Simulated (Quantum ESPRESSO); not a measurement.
# Ge: zone-centre phonons under several settings

```xyz
2
Lattice="0.0000 2.8289 2.8289 2.8289 0.0000 2.8289 2.8289 2.8289 0.0000" Properties=species:S:1:pos:R:3 pbc="T T T"
Ge    4.2434    4.2434    4.2434
Ge    2.8289    2.8289    2.8289
```

All runs used Quantum ESPRESSO 7.5; k mesh 8 × 8 × 8; relaxed cell; no spin polarisation; cutoff 1061 eV; occupations cold, width 0.2 eV.

| level | potentials | volume (Å³/atom) | pressure (GPa) | lowest optical mode without the field (cm⁻¹) |
| --- | --- | --- | --- | --- |
| LDA | PseudoDojo 0.4.1 SR LDA standard | 22.16 | 0.0 | 290 |
| PBE | PseudoDojo 0.4.1 SR PBE standard | 23.87 | 0.1 | 265 |
| PBEsol | PseudoDojo 0.4.1 SR PBEsol standard | 22.82 | 0.0 | 281 |
| RPBE | PseudoDojo 0.4.1 SR PBE standard | 24.67 | 0.3 | 259 |
| WC | PseudoDojo 0.4.1 SR PBE standard | 22.85 | 0.0 | 279 |
| PW91 | PseudoDojo 0.4.1 SR PBE standard | 23.78 | 0.1 | 262 |
| vdW-DF-cx | PseudoDojo 0.4.1 SR PBE standard | ? | 0.0 | ? |

Problem. What stands in the row left open?

Solution. Volume 22.89 Å³/atom; lowest optical mode without the field 280 cm⁻¹.

Caveats: the potentials were made for another functional, which shifts forces and pressure (some runs); before the sum rule the acoustic modes lie tens of cm⁻¹ from zero, a sign that the density grid also shifts the optical modes (some runs).

For the row left open. Caveat: the potentials were made for another functional, which shifts forces and pressure; before the sum rule the acoustic modes lie tens of cm⁻¹ from zero, a sign that the density grid also shifts the optical modes.
